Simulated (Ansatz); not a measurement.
**PtSe2: band gap under strain**

How does strain move the band edges of PtSe2 (CdI2 type), and do the functionals agree on it? States: no strain; -4.0 % strain along z alone; -3.0 % strain along z alone.

The runs shown are made with Ansatz 0.2.0. PAW datasets, plane waves. (Simulation; spin polarisation is off.)

### 1 Starting point

The unstrained cell was relaxed with r2SCAN+rVV10; in each strained cell the atoms were relaxed again with r2SCAN+rVV10. Names of k-points are those of the unstrained zone, where strain can split equivalent points. First state: no strain.

Space group P-3m1 (No. 164), trigonal; a = 3.729 Å, c = 5.277 Å in the conventional setting, 21.18 Å³ an atom. Near Pt stand 6 Se at 2.51 Å; near Se stand 3 Pt at 2.51 Å.

The structure in full:

```cif
data_structure
_symmetry_space_group_name_H-M 'P-3m1'
_symmetry_Int_Tables_number 164
_cell_length_a 3.7287
_cell_length_b 3.7287
_cell_length_c 5.2772
_cell_angle_alpha 90.000
_cell_angle_beta 90.000
_cell_angle_gamma 120.000
_cell_volume 63.54
loop_
_atom_site_label
_atom_site_type_symbol
_atom_site_symmetry_multiplicity
_atom_site_Wyckoff_symbol
_atom_site_fract_x
_atom_site_fract_y
_atom_site_fract_z
_atom_site_occupancy
Pt1 Pt 1 a 0.00000 0.00000 0.00000 1
Se1 Se 2 d 0.33333 0.66667 0.24622 1
```

### 2 No strain: PBE

input.yaml

```yaml
crystal:
  lattice:
    - [3.7286503688, 0.0, 0.0]
    - [-1.8643251844, 3.2291059412, 0.0]
    - [0.0, 0.0, 5.277156576]
  atoms:
    - { symbol: Pt, position: [0.0, 0.0, 0.0] }
    - { symbol: Se, position: [0.3333333333, 0.6666666667, 0.2462188986] }
    - { symbol: Se, position: [0.6666666667, 0.3333333333, 0.7537811014] }
kpoints:
  mp_grid: { grid: [12, 12, 6] }
  band_path:
    path:
      - [0.0, 0.0, 0.0]
      - [0.5, 0.0, 0.0]
      - [0.3333333333, 0.3333333333, 0.0]
      - [0.0, 0.0, 0.5]
      - [0.5, 0.0, 0.5]
      - [0.3333333333, 0.3333333333, 0.5]
      - [0.0, 0.25, 0.3333333333]
      - [0.0, 0.283854, 0.294271]
    npoints: 1
hamiltonian:
  xc: pbe
scf:
  occupations: { method: fermi_dirac, width: 0.02 }
  n_extra_bands: 4
output:
  forces: true
  stress: true
  eigenvalues: true
```

Command:

```bash
ansatz run input.yaml --threads 2 --pin off --max-ram 29491MiB --backend cpu --events-out ev --progress --plain --runs-dir out
```

Further steps of the session: No strain: r2SCAN; No strain: HSE06; No strain: r2SCAN+SOC; -4.0 % strain along z alone: PBE; -4.0 % strain along z alone: r2SCAN; -4.0 % strain along z alone: HSE06; -4.0 % strain along z alone: r2SCAN+SOC; -3.0 % strain along z alone: PBE; -3.0 % strain along z alone: r2SCAN; -3.0 % strain along z alone: HSE06; -3.0 % strain along z alone: r2SCAN+SOC.

Before running it: what results should come out?

As calculated:

Least gap in eV (negative: overlap), with the change from the unstrained cell in brackets:

```
                      state  volume change (%)            PBE         r2SCAN          HSE06
                  no strain               +0.0          -0.35          -0.20          -0.02
-4.0 % strain along z alone               -4.0  -0.64 (-0.29)  -0.51 (-0.31)  -0.39 (-0.37)
-3.0 % strain along z alone               -3.0  -0.57 (-0.22)  -0.43 (-0.23)  -0.31 (-0.29)
```

In words: With HSE06, of the states in the table -4.0 % strain along z alone shifts the gap most, by -0.370 eV. PBE and HSE06 differ by 0.33 eV on the unstrained gap, and by at most 0.08 eV on its change. Spin-orbit coupling is left out of the table, though the cell holds Pt (Z = 78); in an element this heavy it can shift bands and gaps by tenths of an eV.
